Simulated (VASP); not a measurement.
# Te2Pt (P-3m1) in VASP: band structure with PBE

Aim: the band structure of Te2Pt with PBE.

Program: VASP 6.6.1. These are calculated values, not measurements. Logs are shortened: lines on timing, memory, paths and dates and some standing lists are left out, and cuts for length are marked.

### 1 The structure

It takes space group P-3m1 (No. 164, trigonal). Conventional cell: a = 4.026 Å, b = 4.026 Å, c = 5.223 Å, α = 90.00°, β = 90.00°, γ = 120.00°. Around Te (site symmetry 3m) lie 3 Pt at 2.67 Å. Around Pt (site symmetry -3m) lie 6 Te at 2.67 Å.

### 2 Band structure, PBE

Contents of POSCAR:

```
Te2Pt
1.0
    4.0257000000      0.0000000000      0.0000000000
   -2.0128500000      3.4863584700      0.0000000000
    0.0000000000      0.0000000000      5.2235000000
Te Pt
2 1
Direct
    0.3333333300      0.6666666700      0.2500000000
    0.6666666700      0.3333333300      0.7500000000
    0.0000000000      0.0000000000      0.0000000000
```

Contents of INCAR.step1:

```
PREC = Accurate
ENCUT = 520
EDIFF = 1E-6
ISMEAR = 0
SIGMA = 0.02
LREAL = False
LASPH = True
NELM = 60
ALGO = Normal
ISIF = 2
LWAVE = False
LCHARG = True
LMAXMIX = 4
GGA = PE
```

Contents of KPOINTS.step1:

```
Automatic mesh
0
Gamma
  9 9 6
```

Contents of INCAR.step2:

```
PREC = Accurate
ENCUT = 520
EDIFF = 1E-6
ISMEAR = 0
SIGMA = 0.05
LREAL = False
LASPH = True
NELM = 60
ALGO = Normal
ISIF = 2
LWAVE = False
LCHARG = False
LMAXMIX = 4
GGA = PE
ICHARG = 11
```

Contents of KPOINTS.step2:

```
path GMKGALHA,LM,KH
15
line-mode
reciprocal
 0.0000000000  0.0000000000  0.0000000000  G
 0.5000000000  0.0000000000  0.0000000000  M

 0.5000000000  0.0000000000  0.0000000000  M
 0.3333333333  0.3333333333  0.0000000000  K

 0.3333333333  0.3333333333  0.0000000000  K
 0.0000000000  0.0000000000  0.0000000000  G

 0.0000000000  0.0000000000  0.0000000000  G
 0.0000000000  0.0000000000  0.5000000000  A

 0.0000000000  0.0000000000  0.5000000000  A
 0.5000000000  0.0000000000  0.5000000000  L

 0.5000000000  0.0000000000  0.5000000000  L
 0.3333333333  0.3333333333  0.5000000000  H

 0.3333333333  0.3333333333  0.5000000000  H
 0.0000000000  0.0000000000  0.5000000000  A

 0.5000000000  0.0000000000  0.5000000000  L
 0.5000000000  0.0000000000  0.0000000000  M

 0.3333333333  0.3333333333  0.0000000000  K
 0.3333333333  0.3333333333  0.5000000000  H
```

Potentials or basis: VASP PAW PBE potentials, release 64 (Te, Pt).

Run with:

```bash
$ cat potpaw_PBE.64/Te/POTCAR potpaw_PBE.64/Pt/POTCAR > POTCAR
$ cp INCAR.step1 INCAR
$ cp KPOINTS.step1 KPOINTS
$ mpirun -np 1 vasp_std > vasp.out
$ cp INCAR.step2 INCAR
$ cp KPOINTS.step2 KPOINTS
$ mpirun -np 1 vasp_std > vasp.out
```

OUTCAR:

```text
PREC = Accurate
   ENCUT = 520
   EDIFF = 1E-6
   ISMEAR = 0
   LREAL = False
   LASPH = True
   NELM = 60
   ISIF = 2
   GGA = PE
   ICHARG = 11

 ion  position               nearest neighbor table
   1  0.333  0.667  0.250-   3 2.67   3 2.67   3 2.67   2 3.50   2 3.50   2 3.50   2 3.50   2 3.50
                             2 3.50
   2  0.667  0.333  0.750-   3 2.67   3 2.67   3 2.67   1 3.50   1 3.50   1 3.50   1 3.50   1 3.50
                             1 3.50
   3  0.000  0.000  0.000-   1 2.67   2 2.67   2 2.67   1 2.67   2 2.67   1 2.67

  LATTYP: Found a hexagonal cell.
 ALAT       =     4.0257000000
 C/A-ratio  =     1.2975383163

  Lattice vectors:

 A1 = (   4.0257000000,   0.0000000000,   0.0000000000)
 A2 = (  -2.0128500000,   3.4863584700,   0.0000000000)
 A3 = (   0.0000000000,   0.0000000000,   5.2235000000)

Analysis of symmetry for initial positions (statically):
=====================================================================
 Subroutine PRICEL returns:
 Original cell was already a primitive cell.

 Routine SETGRP: Setting up the symmetry group for a
 hexagonal supercell.

 Subroutine GETGRP returns: Found 12 space group operations
 (whereof 12 operations were pure point group operations)
 out of a pool of 24 trial point group operations.

The static configuration has the point symmetry D_3d.

Analysis of symmetry for dynamics (positions and initial velocities):
=====================================================================
 Subroutine PRICEL returns:
 Original cell was already a primitive cell.

 Routine SETGRP: Setting up the symmetry group for a
 hexagonal supercell.

 Subroutine GETGRP returns: Found 12 space group operations
 (whereof 12 operations were pure point group operations)
 out of a pool of 24 trial point group operations.

The dynamic configuration has the point symmetry D_3d.

 Subroutine INISYM returns: Found 12 space group operations
 (whereof 12 operations are pure point group operations),
 and found     1 'primitive' translations

----------------------------------------------------------------------------------------

                                     Primitive cell

  volume of cell :      73.3120

  direct lattice vectors                    reciprocal lattice vectors
     4.025700000  0.000000000  0.000000000     0.248404004  0.143416119  0.000000000
    -2.012850000  3.486358470  0.000000000     0.000000000  0.286832237  0.000000000
     0.000000000  0.000000000  5.223500000     0.000000000  0.000000000  0.191442519

  length of vectors
[... 86 lines left out ...]
   TEBEG  =    0.0;   TEEND  =   0.0 temperature during run
   PSTRESS=    0.0 pullay stress
   NELECT =      22.0000    total number of electrons
   NUPDOWN=      -1.0000    fix difference up-down
   EMIN   =  10.00;   EMAX   =-10.00  energy-range for DOS
   EFERMI =   0.00;   METHOD = LEGACY
   ISMEAR =     0;   SIGMA  =   0.05  broadening in eV -4-tet -1-fermi 0-gaus
   EFERMI_NEDOS =   21; number of points for ismear=-14 and -15
   IALGO  =     38    algorithm
   IMIX   =      4    mixing-type and parameters
     AMIX     =   0.40;   BMIX     =  1.00
     AMIX_MAG =   1.60;   BMIX_MAG =  1.00
  volume/ion in A,a.u.               =      24.44       164.91
  Fermi-wavevector in a.u.,A,eV,Ry     =   1.096034  2.071204 16.344551  1.201291
  Thomas-Fermi vector in A             =   2.232369
   LORBIT       =      0    0 simple, 1 ext, 2 COOP (PROOUT), +10 PAW based schemes
   GGA     = PE    functional components
   LHFCALC =     F    Hartree Fock is set to
   AEXX    =    0.0000 exact exchange contribution
   IVDW    =     0    specifies the selected vdW correction
   LEPSILON=     F    determine dielectric tensor
   LRPA    =     F    only Hartree local field effects (RPA)
 non-spin polarized calculation
 Gauss-broadening in eV      SIGMA  =   0.05
  energy-cutoff  :      520.00
  volume of cell :       73.31
 maximum number of plane-waves:      2000
 NGX is ok and might be reduce to    30

 number of electron      21.9999996 magnetization

 Free energy of the ion-electron system (eV)
  ---------------------------------------------------
  ext. energy  EPLUGINS =         0.00000000
  ---------------------------------------------------
  free energy    TOTEN  =       -13.04209679 eV

  energy without entropy =      -13.04054898  energy(sigma->0) =      -13.04132288

 E-fermi :   8.7683     XC(G=0): -10.5096

 val. band max:        8.7598958647   @ k =   0.3333   0.3333   0.0714
 cond. band min:       8.7702732195   @ k =   0.2857   0.2857   0.0000
 fundamental gap:      0.0103773548
 Fermi energy:         8.7682573853

 k-point     1 :       0.0000    0.0000    0.0000
  band No.  band energies     occupation
      1      -5.4274      2.00000
      2      -1.9487      2.00000
      3       1.9643      2.00000
      4       2.7571      2.00000
      5       2.7571      2.00000
      6       4.8124      2.00000
      7       4.8124      2.00000
      8       6.0647      2.00000
      9       8.1997      2.00000
     10       8.1997      2.00000
     11       9.9359      0.00000
     12       9.9359      0.00000
     13      10.1216      0.00000
     14      11.5156      0.00000
[... 401 lines left out ...]
      2      -3.0674      2.00000
      3       1.9602      2.00000
      4       3.2013      2.00000
      5       3.5399      2.00000
      6       4.1085      2.00000
      7       4.4227      2.00000
      8       5.0695      2.00000
      9       5.9158      2.00000
     10       6.0693      2.00000
     11       7.0795      2.00000
     12       8.7298      1.72291
     13       9.6401      0.00000
     14      11.9127      0.00000
     15      14.0674      0.00000

 [... further k-points ...]
[... 5 lines left out ...]
  --------------------------------------------------------------------------------------
  -------------------------------------------------------------------------------------
  Total        3.9920760      3.9920760      3.5188491     -0.0000000     -0.0000000     -0.0000000
  in kB       87.2437523     87.2437524     76.9017431     -0.0000000     -0.0000000     -0.0000000
  external PRESSURE =      83.7964159 kB  Pullay stress =       0.0000000 kB

 VOLUME and BASIS-vectors are now :
 -----------------------------------------------------------------------------
  energy-cutoff  :      520.00
  volume of cell :       73.31
      direct lattice vectors                 reciprocal lattice vectors
     4.025700000  0.000000000  0.000000000     0.248404004  0.143416119  0.000000000
    -2.012850000  3.486358470  0.000000000     0.000000000  0.286832237  0.000000000
     0.000000000  0.000000000  5.223500000     0.000000000  0.000000000  0.191442519

 POSITION                                       TOTAL-FORCE (eV/Angst)
 -----------------------------------------------------------------------------------
     -0.00000      2.32424      1.30587         0.000000     -0.000000      0.747988
      2.01285      1.16212      3.91762        -0.000000      0.000000     -0.747988
      0.00000      0.00000      0.00000         0.000000      0.000000      0.000000
 -----------------------------------------------------------------------------------
    total drift:                                0.000000      0.000000      0.000000

  FREE ENERGIE OF THE ION-ELECTRON SYSTEM (eV)
  ---------------------------------------------------
  free  energy   TOTEN  =       -13.0420967866 eV

  energy  without entropy=      -13.0405489755  energy(sigma->0) =      -13.04132288
```

It took 4.1 min on 1 thread of AMD EPYC 7R43 (Zen 3), shared host; peak memory 0.25 GiB.

Results:

```
Band gap along the path : none (metal or under the smearing width)
```

Levels at the corners of the path, in eV from the Fermi level:
```
point  band 8  band 9  band 10  band 11  band 12  band 13  band 14  band 15
    Γ   -2.76   -0.62    -0.62     1.11     1.11     1.30     2.69     4.25
    M   -3.68   -3.57    -3.48    -2.94     0.19     2.53     3.62     5.23
    M   -3.68   -3.57    -3.48    -2.94     0.19     2.53     3.62     5.23
    K   -3.88   -2.21    -2.04    -2.04    -0.20    -0.20     2.78     6.33
    K   -3.88   -2.21    -2.04    -2.04    -0.20    -0.20     2.78     6.33
    Γ   -2.76   -0.62    -0.62     1.11     1.11     1.30     2.69     4.25
    Γ   -2.76   -0.62    -0.62     1.11     1.11     1.30     2.69     4.25
    A   -2.34   -1.42    -1.19    -1.19     2.20     2.20     3.99     4.91
    A   -2.34   -1.42    -1.19    -1.19     2.20     2.20     3.99     4.91
    L   -3.65   -3.38    -2.71    -0.83     0.59     1.32     4.19     4.25
    L   -3.65   -3.38    -2.71    -0.83     0.59     1.32     4.19     4.25
    H   -4.08   -3.72    -2.83    -2.83     2.36     2.36     5.71     6.62
    H   -4.08   -3.72    -2.83    -2.83     2.36     2.36     5.71     6.62
    A   -2.34   -1.42    -1.19    -1.19     2.20     2.20     3.99     4.91
    L   -3.65   -3.38    -2.71    -0.83     0.59     1.32     4.19     4.25
    M   -3.68   -3.57    -3.48    -2.94     0.19     2.53     3.62     5.23
    K   -3.88   -2.21    -2.04    -2.04    -0.20    -0.20     2.78     6.33
    H   -4.08   -3.72    -2.83    -2.83     2.36     2.36     5.71     6.62
```

Caveat: the log is that of the step along the path at fixed density, whose energy, stress, charges and moments have no meaning; spin-orbit coupling is left out, which moves the levels of the heavy elements.
